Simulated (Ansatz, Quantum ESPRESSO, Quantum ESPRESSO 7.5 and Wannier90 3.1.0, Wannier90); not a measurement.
## Ballistic channels from Wannier functions: straight Nb chain, spacing 2.54 Å

Wanted: localised orbitals and the quantum conductance of this wire: straight Nb chain, spacing 2.54 Å.

Program: Quantum ESPRESSO 7.5 and Wannier90 3.1.0. Level of theory: plane-wave DFT, PBEsol, GBRV ultrasoft pseudopotentials (cross-check by Ansatz 0.2.0 with PAW datasets). Results are calculated unless marked as measured.

## 1. Set-up

The cell holds 1 atom: 1 Nb. Its edges and angles: a = 8.000 Å, b = 8.000 Å, c = 2.538 Å, α = 90.0°, β = 90.0°, γ = 90.0°. Vacuum lies along a and b. The structure's axis is c.

## 2. Self-consistent run

scf.in reads:

```
&control
  prefix = 'scf'
  outdir = './out'
  pseudo_dir = './pseudo'
  calculation = 'scf'
  tprnfor = .true.
/
&system
  ibrav = 0
  nat = 1
  ntyp = 1
  ecutwfc = 34
  ecutrho = 170
  occupations = 'smearing'
  smearing = 'mv'
  degauss = 0.005
/
&electrons
  conv_thr = 1e-07
  mixing_beta = 0.4
  electron_maxstep = 120
  mixing_mode = 'local-TF'
/
ATOMIC_SPECIES
  Nb  92.9064  nb_pbesol_v1.uspp.F.UPF
CELL_PARAMETERS angstrom
  8.00000000000000 0.00000000000000 0.00000000000000
  0.00000000000000 8.00000000000000 0.00000000000000
  0.00000000000000 0.00000000000000 2.53800000000000
ATOMIC_POSITIONS crystal
  Nb  0.000000000000 0.000000000000 0.000000000000
K_POINTS automatic
  1 1 28 0 0 0
```

Started as:

```
$ OMP_NUM_THREADS=1 mpirun -n 2 pw.x -nk 2 -in scf.in > scf.out
```

The log of the run:

```text
Program PWSCF v.7.5 starts
[citation notice left out]

     Parallel version (MPI & OpenMP), running on       2 processor cores
     Number of MPI processes:                 2
     Threads/MPI process:                     1

     MPI processes distributed on     1 nodes
[...]
Current dimensions of program PWSCF are:
     Max number of different atomic species (ntypx) = 10
     Max number of k-points (npk) =  40000
     Max angular momentum in pseudopotentials (lmaxx) =  4
     Message from routine setup:
     using ibrav=0 with symmetry is DISCOURAGED, use correct ibrav instead

     K-points division:     npool     =       2
     Subspace diagonalization in iterative solution of the eigenvalue problem:
     a serial algorithm will be used

     G-vector sticks info
     --------------------
     sticks:   dense  smooth     PW     G-vecs:    dense   smooth      PW
     Sum        3093    2469    761                40935    29381    5025

     Using Slab Decomposition

     bravais-lattice index     =            0
     lattice parameter (alat)  =      15.1178  a.u.
     unit-cell volume          =    1096.1455 (a.u.)^3
     number of atoms/cell      =            1
     number of atomic types    =            1
     number of electrons       =        13.00
     number of Kohn-Sham states=           11
     kinetic-energy cutoff     =      34.0000  Ry
     charge density cutoff     =     170.0000  Ry
     scf convergence threshold =      1.0E-07
     mixing beta               =       0.4000
     number of iterations used =            8  local-TF  mixing
     Exchange-correlation= SLA  PW   PSX  PSC
                           (   1   4  10   8   0   0   0)

     celldm(1)=  15.117809  celldm(2)=   0.000000  celldm(3)=   0.000000
     celldm(4)=   0.000000  celldm(5)=   0.000000  celldm(6)=   0.000000

     crystal axes: (cart. coord. in units of alat)
               a(1) = (   1.000000   0.000000   0.000000 )
               a(2) = (   0.000000   1.000000   0.000000 )
               a(3) = (   0.000000   0.000000   0.317250 )

     reciprocal axes: (cart. coord. in units 2 pi/alat)
               b(1) = (  1.000000  0.000000  0.000000 )
               b(2) = (  0.000000  1.000000  0.000000 )
               b(3) = (  0.000000  0.000000  3.152088 )

     PseudoPot. # 1 for Nb read from file:
     ./pseudo/nb_pbesol_v1.uspp.F.UPF
     Pseudo is Ultrasoft + core correction, Zval = 13.0
     Generated by new atomic code, or converted to UPF format
     Using radial grid of  887 points,  6 beta functions with:
                l(1) =   0
                l(2) =   0
                l(3) =   1
                l(4) =   1
                l(5) =   2
                l(6) =   2
     Q(r) pseudized with  6 coefficients,  rinner =    1.000   1.000   1.000
                                                       1.000   1.000

     atomic species   valence    mass     pseudopotential
     Nb               13.00    92.90640     Nb( 1.00)

     16 Sym. Ops., with inversion, found

   Cartesian axes

     site n.     atom                  positions (alat units)
         1        Nb     tau(   1) = (   0.0000000   0.0000000   0.0000000  )

     number of k points=    15  Marzari-Vanderbilt smearing, width (Ry)=  0.0050
                       cart. coord. in units 2pi/alat
        k(    1) = (   0.0000000   0.0000000   0.0000000), wk =   0.0714286
        k(    2) = (   0.0000000   0.0000000   0.1125746), wk =   0.1428571
        k(    3) = (   0.0000000   0.0000000   0.2251492), wk =   0.1428571
        k(    4) = (   0.0000000   0.0000000   0.3377237), wk =   0.1428571
        k(    5) = (   0.0000000   0.0000000   0.4502983), wk =   0.1428571
        k(    6) = (   0.0000000   0.0000000   0.5628729), wk =   0.1428571
        k(    7) = (   0.0000000   0.0000000   0.6754475), wk =   0.1428571
        k(    8) = (   0.0000000   0.0000000   0.7880221), wk =   0.1428571
        k(    9) = (   0.0000000   0.0000000   0.9005966), wk =   0.1428571
        k(   10) = (   0.0000000   0.0000000   1.0131712), wk =   0.1428571
[...]
k(   15) = (   0.0000000   0.0000000  -1.5760441), wk =   0.0714286

     Dense  grid:    40935 G-vectors     FFT dimensions: (  64,  64,  20)

     Smooth grid:    29381 G-vectors     FFT dimensions: (  60,  60,  18)

     Estimated max dynamical RAM per process >      88.87 MB

     Estimated total dynamical RAM >     167.75 MB

     Check: negative core charge=   -0.000002

     Initial potential from superposition of free atoms

     starting charge      12.9975, renormalised to      13.0000

     negative rho (up, down):  1.507E-03 0.000E+00
     Starting wfcs are   13 randomized atomic wfcs

     total cpu time spent up to now is        1.2 secs

     per-process dynamical memory:    30.1 Mb

     Self-consistent Calculation

     iteration #  1     ecut=    34.00 Ry     beta= 0.40
     Davidson diagonalization with overlap
     ethr =  1.00E-02,  avg # of iterations =  2.9

     Threshold (ethr) on eigenvalues was too large:
     Diagonalizing with lowered threshold

     Davidson diagonalization with overlap
     ethr =  8.17E-04,  avg # of iterations =  1.1

     negative rho (up, down):  1.222E-03 0.000E+00

     total cpu time spent up to now is        1.8 secs

     total energy              =    -117.56472297 Ry
     estimated scf accuracy    <       0.11043971 Ry

     iteration #  2     ecut=    34.00 Ry     beta= 0.40
[...]
negative rho (up, down):  8.123E-04 0.000E+00

[...]
total energy              =    -117.54711545 Ry
     estimated scf accuracy    <       0.04263298 Ry

     iteration #  3     ecut=    34.00 Ry     beta= 0.40
[...]
negative rho (up, down):  7.620E-04 0.000E+00

[...]
total energy              =    -117.55322656 Ry
     estimated scf accuracy    <       0.00173535 Ry

     iteration #  4     ecut=    34.00 Ry     beta= 0.40
[...]
negative rho (up, down):  6.508E-04 0.000E+00

[...]
total energy              =    -117.55321605 Ry
     estimated scf accuracy    <       0.00150547 Ry

     iteration #  5     ecut=    34.00 Ry     beta= 0.40
[...]
negative rho (up, down):  5.347E-04 0.000E+00

[...]
total energy              =    -117.55304235 Ry
     estimated scf accuracy    <       0.00074487 Ry

     iteration #  6     ecut=    34.00 Ry     beta= 0.40
[...]
negative rho (up, down):  7.537E-04 0.000E+00

[...]
total energy              =    -117.55313017 Ry
     estimated scf accuracy    <       0.00005209 Ry

     iteration #  7     ecut=    34.00 Ry     beta= 0.40
[...]
negative rho (up, down):  8.941E-04 0.000E+00

[...]
total energy              =    -117.55312378 Ry
     estimated scf accuracy    <       0.00005112 Ry

     iteration #  8     ecut=    34.00 Ry     beta= 0.40
[...]
negative rho (up, down):  1.000E-03 0.000E+00

[...]
total energy              =    -117.55312919 Ry
     estimated scf accuracy    <       0.00000365 Ry

     iteration #  9     ecut=    34.00 Ry     beta= 0.40
[...]
negative rho (up, down):  1.154E-03 0.000E+00

[...]
total energy              =    -117.55313018 Ry
     estimated scf accuracy    <       0.00000185 Ry

     iteration # 10     ecut=    34.00 Ry     beta= 0.40
[...]
negative rho (up, down):  1.179E-03 0.000E+00

[...]
End of self-consistent calculation

          k = 0.0000 0.0000 0.0000 (  3717 PWs)   bands (ev):

   -56.7325 -32.9322 -32.9322 -31.2740  -4.6125  -2.7526  -1.8969  -1.8666
     0.2660   0.2660   2.5171

          k = 0.0000 0.0000 0.1126 (  3705 PWs)   bands (ev):

   -56.7282 -32.9286 -32.9286 -31.3066  -4.5263  -2.7249  -1.8801  -1.8500
     0.2307   0.2307   2.4721

          k = 0.0000 0.0000 0.2251 (  3697 PWs)   bands (ev):

   -56.7155 -32.9179 -32.9179 -31.4023  -4.2717  -2.6414  -1.8300  -1.8009
     0.1133   0.1135   2.3773

          k = 0.0000 0.0000 0.3377 (  3685 PWs)   bands (ev):

   -56.6950 -32.9007 -32.9007 -31.5544  -3.8602  -2.5001  -1.7480  -1.7204
    -0.1081  -0.1080   2.3148

          k = 0.0000 0.0000 0.4503 (  3673 PWs)   bands (ev):

   -56.6676 -32.8777 -32.8777 -31.7528  -3.3146  -2.2938  -1.6364  -1.6108
    -0.4365  -0.4364   2.3436

          k = 0.0000 0.0000 0.5629 (  3669 PWs)   bands (ev):

   -56.6345 -32.8501 -32.8501 -31.9850  -2.6851  -1.9936  -1.4986  -1.4755
    -0.8438  -0.8438   2.4780

[...]
the Fermi energy is    -1.6604 ev

!    total energy              =    -117.55313047 Ry
     estimated scf accuracy    <       0.00000009 Ry
     smearing contrib. (-TS)   =       0.00019789 Ry
     internal energy E=F+TS    =    -117.55332835 Ry

     The total energy is F=E-TS. E is the sum of the following terms:
     one-electron contribution =    -154.45219201 Ry
     hartree contribution      =      74.50710451 Ry
     xc contribution           =     -17.98845337 Ry
     ewald contribution        =     -19.61978748 Ry

     convergence has been achieved in  10 iterations

     negative rho (up, down):  1.179E-03 0.000E+00

     Forces acting on atoms (cartesian axes, Ry/au):

     atom    1 type  1   force =     0.00000000    0.00000000    0.00000000

     Total force =     0.000000     Total SCF correction =     0.000000

[...]
=------------------------------------------------------------------------------=
   JOB DONE.
=------------------------------------------------------------------------------=
```

The job ended after 5.9 s (2 MPI ranks of Intel Xeon 6975P-C (Granite Rapids), shared host; peak memory 0.16 GiB; 11 s of CPU time).

Read from the output:

* free energy: -1599.3918 eV
* Fermi energy: -1.660 eV

The program's own clock; routines nest. Time by routine:

```
  routine  wall time (s)  calls
    PWSCF           5.14      1
electrons           3.87      1
  c_bands           1.46     11
    h_psi           1.31    256
  cegterg           1.28     88
     fftw           1.24   5384
 vloc_psi           1.21    256
 init_run           1.12      1
 sum_band              1     11
  mix_rho           0.69     11
     newd           0.59     11
     ffts           0.57    889
   hinit0           0.39      1
      fft           0.37    153
```

The run needed 10 iterations to bring the estimated error under 1e-07 Ry.

## 3. Full uniform mesh without symmetry

Wannier90 needs the states on a whole uniform mesh, listed point by point, without symmetry.

nscf.in reads:

```
&control
  prefix = 'nscf'
  outdir = './out'
  pseudo_dir = './pseudo'
  calculation = 'nscf'
/
&system
  ibrav = 0
  nat = 1
  ntyp = 1
  ecutwfc = 34
  ecutrho = 170
  occupations = 'smearing'
  smearing = 'mv'
  degauss = 0.005
  nosym = .true.
  noinv = .true.
  nbnd = 21
/
&electrons
  conv_thr = 1e-09
  mixing_beta = 0.4
  electron_maxstep = 120
  mixing_mode = 'local-TF'
  diago_full_acc = .true.
/
ATOMIC_SPECIES
  Nb  92.9064  nb_pbesol_v1.uspp.F.UPF
CELL_PARAMETERS angstrom
  8.00000000000000 0.00000000000000 0.00000000000000
  0.00000000000000 8.00000000000000 0.00000000000000
  0.00000000000000 0.00000000000000 2.53800000000000
ATOMIC_POSITIONS crystal
  Nb  0.000000000000 0.000000000000 0.000000000000
K_POINTS crystal
14
  0.0000000000 0.0000000000 0.0000000000 0.0714285714
  0.0000000000 0.0000000000 0.0714285714 0.0714285714
  0.0000000000 0.0000000000 0.1428571429 0.0714285714
  0.0000000000 0.0000000000 0.2142857143 0.0714285714
  0.0000000000 0.0000000000 0.2857142857 0.0714285714
  0.0000000000 0.0000000000 0.3571428571 0.0714285714
  0.0000000000 0.0000000000 0.4285714286 0.0714285714
  0.0000000000 0.0000000000 0.5000000000 0.0714285714
  0.0000000000 0.0000000000 0.5714285714 0.0714285714
  0.0000000000 0.0000000000 0.6428571429 0.0714285714
  0.0000000000 0.0000000000 0.7142857143 0.0714285714
  0.0000000000 0.0000000000 0.7857142857 0.0714285714
  0.0000000000 0.0000000000 0.8571428571 0.0714285714
  0.0000000000 0.0000000000 0.9285714286 0.0714285714
```

Started as:

```
$ cp -r out/scf.save out/nscf.save
$ cp out/scf.xml out/nscf.xml
$ OMP_NUM_THREADS=1 mpirun -n 2 pw.x -nk 1 -in nscf.in > nscf.out
```

The log of the run:

```text
[banner, memory and clock lines left out]
Program PWSCF v.7.5 starts
[citation notice left out]

[...]
bravais-lattice index     =            0
     lattice parameter (alat)  =      15.1178  a.u.
     unit-cell volume          =    1096.1455 (a.u.)^3
     number of atoms/cell      =            1
     number of atomic types    =            1
     number of electrons       =        13.00
     number of Kohn-Sham states=           21
     kinetic-energy cutoff     =      34.0000  Ry
     charge density cutoff     =     170.0000  Ry
     Exchange-correlation= SLA  PW   PSX  PSC
                           (   1   4  10   8   0   0   0)

[...]
PseudoPot. # 1 for Nb read from file:
     ./pseudo/nb_pbesol_v1.uspp.F.UPF
     Pseudo is Ultrasoft + core correction, Zval = 13.0
     Generated by new atomic code, or converted to UPF format
     Using radial grid of  887 points,  6 beta functions with:
                l(1) =   0
                l(2) =   0
                l(3) =   1
                l(4) =   1
                l(5) =   2
                l(6) =   2
     Q(r) pseudized with  6 coefficients,  rinner =    1.000   1.000   1.000
                                                       1.000   1.000

     atomic species   valence    mass     pseudopotential
     Nb               13.00    92.90640     Nb( 1.00)

     No symmetry found

[...]
number of k points=    14  Marzari-Vanderbilt smearing, width (Ry)=  0.0050
[...]
Dense  grid:    40935 G-vectors     FFT dimensions: (  64,  64,  20)

     Smooth grid:    29381 G-vectors     FFT dimensions: (  60,  60,  18)

     Check: negative core charge=   -0.000002

     The potential is recalculated from file :
     ./out/nscf.save/charge-density

     negative rho (up, down):  1.179E-03 0.000E+00
     Starting wfcs are   13 randomized atomic wfcs +    8 random wfcs

     Band Structure Calculation
     Davidson diagonalization with overlap

     ethr =  7.69E-12,  avg # of iterations = 52.9

     End of band structure calculation

          k = 0.0000 0.0000 0.0000 (  3717 PWs)   bands (ev):

   -56.7280 -32.9281 -32.9281 -31.2694  -4.6093  -2.7508  -1.8944  -1.8640
     0.2668   0.2668   1.9385   2.5208   2.5208   2.9377   4.3857   4.3857
     5.0874   5.1015   8.0357   8.0357   9.6791

          k = 0.0000 0.0000 0.2251 (  3697 PWs)   bands (ev):

   -56.7110 -32.9139 -32.9139 -31.3978  -4.2685  -2.6396  -1.8275  -1.7983
     0.1146   0.1146   2.0531   2.3804   2.3804   3.0451   4.5697   4.5697
     5.1847   5.2179   8.2605   8.2605   9.7911

[...]
the Fermi energy is    -1.5882 ev
     (compare with:    -1.6604 eV, computed in scf)

[...]
```

The job ended after 4.7 s (2 MPI ranks; peak memory 0.12 GiB).

Numbers from this step:

| Quantity | Value |
| --- | --- |
| Fermi energy | -1.588 eV |

(Part 1 of 5 ends here.)

[Logs are printed without paths, hosts, clocks, repeated set-up lines and the standing remarks that a program may print on its own settings, such as how far it seeks lower states.]

[Hosts, paths, dates, database ids (printed as entryN), source tags and the programs' standing remarks are cut or masked in the printed files.]

[Maps of the electrostatic potential energy from Ansatz leave out the sawtooth potential of an applied field or a dipole correction, so their vacuum need not be flat; planar profiles and work functions include it.]
